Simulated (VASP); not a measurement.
## From an Ansatz input to VASP: CdTe (strained zincblende)

Ansatz input

```yaml
crystal:
  lattice:
    - [0.0, 3.4111533208, 3.4111533208]
    - [3.4111533208, 0.0, 3.4111533208]
    - [3.4111533208, 3.4111533208, 0.0]
  atoms:
    - { symbol: Cd, position: [0.0, 0.0, 0.0] }
    - { symbol: Te, position: [0.25, 0.25, 0.25] }
kpoints:
  mp_grid: { grid: [6, 6, 6] }
  band_path:
    path:
      - [0.0, 0.0, 0.0]
      - [-0.5, -0.5, 0.0]
      - [-0.375, -0.375, 0.25]
      - [-0.375, 0.0, 0.375]
      - [0.0, 0.0, 0.5]
      - [-0.5, -0.25, 0.25]
    npoints: 1
hamiltonian:
  xc: pbe
scf:
  occupations: { method: fermi_dirac, width: 0.02 }
  n_extra_bands: 4
output:
  forces: true
  stress: true
  eigenvalues: true
```

Task: Translate this input to VASP.

Result: 

INCAR

```
LELF = .TRUE.
LCHARG = .TRUE.
ENCUT = 520
IBRION = -1
EDIFF = 1E-7
NSW = 0
NBANDS = 16
LASPH = .TRUE.
ISMEAR = -1
GGA = PE
LREAL = .FALSE.
PREC = Accurate
ISIF = 2
NELM = 120
LWAVE = .FALSE.
SIGMA = 0.02
```

KPOINTS

```
KPOINTS created by Atomic Simulation Environment
0
Gamma
6 6 6
0 0 0
```

KPOINTS_OPT

```
special points
6
Reciprocal
0.0000000000 0.0000000000 0.0000000000 1
-0.5000000000 -0.5000000000 0.0000000000 1
-0.3750000000 -0.3750000000 0.2500000000 1
-0.3750000000 0.0000000000 0.3750000000 1
0.0000000000 0.0000000000 0.5000000000 1
-0.5000000000 -0.2500000000 0.2500000000 1
```

POSCAR

```
Cd Te
 1.0000000000000000
     0.0000000000000000    3.4111533208000000    3.4111533208000000
     3.4111533208000000    0.0000000000000000    3.4111533208000000
     3.4111533208000000    3.4111533208000000    0.0000000000000000
 Cd  Te
   1   1
Cartesian
  0.0000000000000000  0.0000000000000000  0.0000000000000000
  1.7055766604000004  1.7055766604000004  1.7055766604000004
```

VASP ran with the recommended PBE PAW datasets (18 valence electrons in the cell). Other inputs would serve too.

```
                             Ansatz      VASP
gap between bands v and c   0.33 eV   0.32 eV
         least direct gap   0.33 eV   0.32 eV
                 pressure  -2.6 GPa  -2.5 GPa
```

The two codes use different PAW datasets and cutoffs. VASP's cell holds 18 valence electrons and Ansatz's 36. Ansatz's stress includes a Pulay correction; VASP's doesn't.
